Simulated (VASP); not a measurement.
# AlP (F-43m) in VASP: notebook

Runs on AlP. Level: LDA. Tasks: single point.

All numbers are computed with VASP 6.6.1; they aren't measurements. Logs are shortened: lines on timing, memory, paths and dates and some standing lists are left out, and cuts for length are marked.

**Measured values to compare with.**

A printed reference work, data compilation reports, for a bulk crystal of AlP at 4.2 K: band gap 2.505 eV (indirect).

How close the calculation comes is told below.

### Step 1. The cell of the first run

It takes space group F-43m (No. 216, cubic). The conventional cell has a = 5.434 Å, b = 5.434 Å, c = 5.434 Å, α = 90.00°, β = 90.00°, γ = 90.00°. Al (site symmetry -43m) has 4 P at 2.35 Å within 3.1 Å. Within 3.1 Å of P (site symmetry -43m) lie 4 Al at 2.35 Å.

### Step 2. Single point, LDA

INCAR reads:

```
SYSTEM = AlP
PREC = Accurate ; ENCUT = 500
EDIFF = 1E-6 ; ISMEAR = 0
SIGMA = 0.01 ; LREAL = .FALSE.
LASPH = .TRUE. ; NELM = 120
ALGO = Normal ; ISIF = 2
LWAVE = .FALSE. ; LCHARG = .FALSE.
NBANDS = 11 ; GGA_COMPAT = .FALSE.
```

KPOINTS reads:

```
Automatic mesh
0
G
  8 8 8
  0 0 0
```

POSCAR reads:

```
AlP
1.0
    0.0000000000      2.7169259382      2.7169259382
    2.7169259382      0.0000000000      2.7169259382
    2.7169259382      2.7169259382      0.0000000000
Al P
1 1
Direct
    0.0000000000      0.0000000000      0.0000000000
    0.7500000000      0.7500000000      0.7500000000
```

Potentials or basis: VASP PAW LDA potentials, release 64 (Al, P).

Command:

```console
$ cat potpaw_LDA.64/Al/POTCAR potpaw_LDA.64/P/POTCAR > POTCAR
$ mpirun -np 1 vasp_std > vasp.out
```

OUTCAR:

```text
SYSTEM = AlP
   PREC = Accurate
   ENCUT = 500
   EDIFF = 1E-6
   ISMEAR = 0
   LREAL = .FALSE.
   LASPH = .TRUE.
   NELM = 120
   ISIF = 2

 ion  position               nearest neighbor table
   1  0.000  0.000  0.000-   2 2.35   2 2.35   2 2.35   2 2.35
   2  0.750  0.750  0.750-   1 2.35   1 2.35   1 2.35   1 2.35

  LATTYP: Found a face centered cubic cell.
 ALAT       =     5.4338518764

  Lattice vectors:

 A1 = (   0.0000000000,   2.7169259382,   2.7169259382)
 A2 = (   2.7169259382,   0.0000000000,   2.7169259382)
 A3 = (   2.7169259382,   2.7169259382,   0.0000000000)

Analysis of symmetry for initial positions (statically):
=====================================================================
 Subroutine PRICEL returns:
 Original cell was already a primitive cell.

 Routine SETGRP: Setting up the symmetry group for a
 face centered cubic supercell.

 Subroutine GETGRP returns: Found 24 space group operations
 (whereof 24 operations were pure point group operations)
 out of a pool of 48 trial point group operations.

The static configuration has the point symmetry T_d .

Analysis of symmetry for dynamics (positions and initial velocities):
=====================================================================
 Subroutine PRICEL returns:
 Original cell was already a primitive cell.

 Routine SETGRP: Setting up the symmetry group for a
 face centered cubic supercell.

 Subroutine GETGRP returns: Found 24 space group operations
 (whereof 24 operations were pure point group operations)
 out of a pool of 48 trial point group operations.

The dynamic configuration has the point symmetry T_d .

 Subroutine INISYM returns: Found 24 space group operations
 (whereof 24 operations are pure point group operations),
 and found     1 'primitive' translations

----------------------------------------------------------------------------------------

                                     Primitive cell

  volume of cell :      40.1110

  direct lattice vectors                    reciprocal lattice vectors
     0.000000000  2.716925938  2.716925938    -0.184031516  0.184031516  0.184031516
     2.716925938  0.000000000  2.716925938     0.184031516 -0.184031516  0.184031516
     2.716925938  2.716925938  0.000000000     0.184031516  0.184031516 -0.184031516

  length of vectors
     3.842313510  3.842313510  3.842313510     0.318751936  0.318751936  0.318751936

  position of ions in fractional coordinates (direct lattice)
     0.000000000  0.000000000  0.000000000
     0.750000000  0.750000000  0.750000000

  ion indices of the primitive-cell ions
   primitive index   ion index
                 1           1
                 2           2

----------------------------------------------------------------------------------------

 KPOINTS: Automatic mesh

Automatic generation of k-mesh.
 Grid dimensions read from file:
 generate k-points for:    8    8    8

 Generating k-lattice:

  Cartesian coordinates                     Fractional coordinates (reciprocal lattice)
    -0.023003940  0.023003940  0.023003940     0.125000000  0.000000000  0.000000000
     0.023003940 -0.023003940  0.023003940     0.000000000  0.125000000  0.000000000
     0.023003940  0.023003940 -0.023003940     0.000000000  0.000000000  0.125000000

  Length of vectors
     0.039843992  0.039843992  0.039843992

  Shift w.r.t. Gamma in fractional coordinates (k-lattice)
     0.000000000  0.000000000  0.000000000

 Subroutine IBZKPT returns following result:
 ===========================================

 Found     29 irreducible k-points:

 Following reciprocal coordinates:
            Coordinates               Weight
  0.000000  0.000000  0.000000      1.000000
  0.125000  0.000000  0.000000      8.000000
  0.250000  0.000000  0.000000      8.000000
  0.375000  0.000000  0.000000      8.000000
  0.500000  0.000000  0.000000      4.000000
  0.125000  0.125000  0.000000      6.000000
[... 16 lines left out ...]
  0.500000  0.250000  0.125000     48.000000
 -0.375000  0.250000  0.125000     24.000000
 [... further k-points ...]
   k-points           NKPTS =     29   k-points in BZ     NKDIM =     29   number of bands    NBANDS=     11
   number of dos      NEDOS =    301   number of ions     NIONS =      2
   total plane-waves  NPLWV =  21952
   dimension x,y,z NGX =    28 NGY =   28 NGZ =   28
   dimension x,y,z NGXF=    56 NGYF=   56 NGZF=   56
   ions per type =               1   1
   NGX,Y,Z   is equivalent  to a cutoff of  12.11, 12.11, 12.11 a.u.
   NGXF,Y,Z  is equivalent  to a cutoff of  24.23, 24.23, 24.23 a.u.
 SYSTEM =  AlP
   PREC   = accura    normal or accurate (medium, high low for compatibility)
   ISTART =      0    job   : 0-new  1-cont  2-samecut
   ICHARG =      2    charge: 1-file 2-atom 10-const
   ISPIN  =      1    spin polarized calculation?
   LNONCOLLINEAR =      F non collinear calculations
   LSORBIT =      F    spin-orbit coupling
   LASPH  =      T    aspherical Exc in radial PAW
   ENCUT  =  500.0 eV  36.75 Ry    6.06 a.u.   7.01  7.01  7.01*2*pi/ulx,y,z
   NELM   =    120;   NELMIN=  2; NELMDL= -5     # of ELM steps
   EDIFF  = 0.1E-05   stopping-criterion for ELM
   LREAL  =      F    real-space projection
   EDIFFG = 0.1E-04   stopping-criterion for IOM
   NSW    =      0    number of steps for IOM
   IBRION =     -1    ionic relax: 0-MD 1-quasi-New 2-CG
   NFREE  =      0    steps in history (QN), initial steepest desc. (CG)
   ISIF   =      2    stress and relaxation
   ISYM   =      2    0-nonsym 1-usesym 2-fastsym
   POTIM  = 0.5000    time-step for ionic-motion
   TEBEG  =    0.0;   TEEND  =   0.0 temperature during run
   PSTRESS=    0.0 pullay stress
   NELECT =       8.0000    total number of electrons
   NUPDOWN=      -1.0000    fix difference up-down
   EMIN   =  10.00;   EMAX   =-10.00  energy-range for DOS
   EFERMI =   0.00;   METHOD = LEGACY
   ISMEAR =     0;   SIGMA  =   0.01  broadening in eV -4-tet -1-fermi 0-gaus
   EFERMI_NEDOS =   21; number of points for ismear=-14 and -15
   IALGO  =     38    algorithm
   IMIX   =      4    mixing-type and parameters
     AMIX     =   0.40;   BMIX     =  1.00
     AMIX_MAG =   1.60;   BMIX_MAG =  1.00
  volume/ion in A,a.u.               =      20.06       135.34
  Fermi-wavevector in a.u.,A,eV,Ry     =   0.956497  1.807518 12.447791  0.914887
  Thomas-Fermi vector in A             =   2.085431
   LORBIT       =      0    0 simple, 1 ext, 2 COOP (PROOUT), +10 PAW based schemes
   GGA     = CA    functional components
   LHFCALC =     F    Hartree Fock is set to
   AEXX    =    0.0000 exact exchange contribution
   IVDW    =     0    specifies the selected vdW correction
   LEPSILON=     F    determine dielectric tensor
   LRPA    =     F    only Hartree local field effects (RPA)
 non-spin polarized calculation
 Gauss-broadening in eV      SIGMA  =   0.01
  energy-cutoff  :      500.00
  volume of cell :       40.11
 maximum number of plane-waves:      1036
   NGX = 13   NGY = 13   NGZ = 13

 number of electron       8.0000000 magnetization

 Free energy of the ion-electron system (eV)
  ---------------------------------------------------
  ext. energy  EPLUGINS =         0.00000000
  ---------------------------------------------------
  free energy    TOTEN  =       -11.41224736 eV

  energy without entropy =      -11.41224736  energy(sigma->0) =      -11.41224736

 E-fermi :   4.6890     XC(G=0):  -9.5037

 val. band max:        4.5836991884   @ k =   0.0000   0.0000   0.0000
 cond. band min:       5.9975364712   @ k =   0.5000   0.5000   0.0000
 fundamental gap:      1.4138372828
 Fermi energy:         4.6890073981

 k-point     1 :       0.0000    0.0000    0.0000
  band No.  band energies     occupation
      1      -7.0048      2.00000
      2       4.5837      2.00000
      3       4.5837      2.00000
      4       4.5837      2.00000
      5       7.8254      0.00000
      6       9.0760      0.00000
      7       9.0760      0.00000
      8       9.0760      0.00000
      9      13.4127      0.00000
     10      13.4127      0.00000
     11      14.6690      0.00000

 k-point     2 :       0.1250    0.0000    0.0000
  band No.  band energies     occupation
      1      -6.8286      2.00000
      2       3.3322      2.00000
      3       4.4316      2.00000
      4       4.4316      2.00000
      5       8.2293      0.00000
      6       9.3641      0.00000
      7       9.3641      0.00000
      8       9.6164      0.00000
      9      12.8956      0.00000
     10      12.8956      0.00000
     11      15.3153      0.00000

 k-point     3 :       0.2500    0.0000    0.0000
  band No.  band energies     occupation
      1      -6.3313      2.00000
      2       1.3476      2.00000
      3       4.1316      2.00000
      4       4.1316      2.00000
      5       7.8255      0.00000
      6       9.6679      0.00000
      7       9.6679      0.00000
      8      11.4576      0.00000
      9      12.8638      0.00000
     10      12.8638      0.00000
     11      14.7816      0.00000

 k-point     4 :       0.3750    0.0000    0.0000
  band No.  band energies     occupation
      1      -5.6579      2.00000
      2      -0.3286      2.00000
      3       3.8932      2.00000
      4       3.8932      2.00000
      5       7.4420      0.00000
      6       9.4667      0.00000
      7       9.4667      0.00000
      8      12.6237      0.00000
      9      14.2744      0.00000
     10      14.2744      0.00000
     11      15.0967      0.00000
[... 239 lines left out ...]
 k-point    22 :       0.3750    0.2500    0.1250
  band No.  band energies     occupation
      1      -5.9094      2.00000
      2       1.0314      2.00000
      3       2.6313      2.00000
      4       3.6469      2.00000
      5       8.3412      0.00000
      6       9.3486      0.00000
      7       9.9396      0.00000
      8      11.3484      0.00000
      9      12.8951      0.00000
     10      15.3554      0.00000
     11      17.4399      0.00000

 k-point    23 :       0.5000    0.2500    0.1250
  band No.  band energies     occupation
      1      -5.2909      2.00000
      2      -0.1078      2.00000
      3       2.0549      2.00000
      4       3.2514      2.00000
      5       8.4429      0.00000
      6       9.2927      0.00000
      7      10.5545      0.00000
      8      11.6401      0.00000
      9      14.0295      0.00000
     10      15.8584      0.00000
     11      17.3738      0.00000

 k-point    24 :      -0.3750    0.2500    0.1250
  band No.  band energies     occupation
      1      -4.9483      2.00000
      2      -0.6880      2.00000
      3       1.9201      2.00000
      4       3.0585      2.00000
      5       8.4420      0.00000
      6       9.0175      0.00000
      7      11.4307      0.00000
      8      12.2317      0.00000
      9      13.5220      0.00000
     10      15.9804      0.00000
     11      17.3183      0.00000

 [... further k-points ...]
[... 5 lines left out ...]
  --------------------------------------------------------------------------------------
  -------------------------------------------------------------------------------------
  Total        0.0138684      0.0138684      0.0138684      0.0000000      0.0000000      0.0000000
  in kB        0.5539548      0.5539548      0.5539548      0.0000000      0.0000000      0.0000000
  external PRESSURE =       0.5539548 kB  Pullay stress =       0.0000000 kB

 VOLUME and BASIS-vectors are now :
 -----------------------------------------------------------------------------
  energy-cutoff  :      500.00
  volume of cell :       40.11
      direct lattice vectors                 reciprocal lattice vectors
     0.000000000  2.716925938  2.716925938    -0.184031516  0.184031516  0.184031516
     2.716925938  0.000000000  2.716925938     0.184031516 -0.184031516  0.184031516
     2.716925938  2.716925938  0.000000000     0.184031516  0.184031516 -0.184031516

 POSITION                                       TOTAL-FORCE (eV/Angst)
 -----------------------------------------------------------------------------------
      0.00000      0.00000      0.00000        -0.000000     -0.000000     -0.000000
      4.07539      4.07539      4.07539         0.000000      0.000000      0.000000
 -----------------------------------------------------------------------------------
    total drift:                                0.000000      0.000000      0.000000

  FREE ENERGIE OF THE ION-ELECTRON SYSTEM (eV)
  ---------------------------------------------------
  free  energy   TOTEN  =       -11.4122473617 eV

  energy  without entropy=      -11.4122473617  energy(sigma->0) =      -11.41224736
```

Run time: 5.5 s. Hardware: 1 thread of AMD EPYC 9R45 (Zen 5), shared host; peak memory 0.11 GiB.

What came out:

- Free energy: -11.4122 eV
- Pressure: 0.1 GPa
- Band gap on the k mesh: 1.41 eV, indirect (least direct gap 3.24 eV)

Levels at points of the mesh, in eV from the valence-band top:
| k point | band 1 | band 2 | band 3 | band 4 | band 5 | band 6 | band 7 | band 8 |
| --- | --- | --- | --- | --- | --- | --- | --- | --- |
| (0.00, 0.00, 0.00) | -11.59 | 0.00 | 0.00 | 0.00 | 3.24 | 4.49 | 4.49 | 4.49 |
| (0.50, 0.00, 0.00) | -9.86 | -5.65 | -0.78 | -0.78 | 2.72 | 4.74 | 4.74 | 8.11 |
| (0.50, 0.50, 0.00) | -9.17 | -5.40 | -2.15 | -2.15 | 1.41 | 2.33 | 11.01 | 11.01 |

(Part 1 of 2 ends here.)
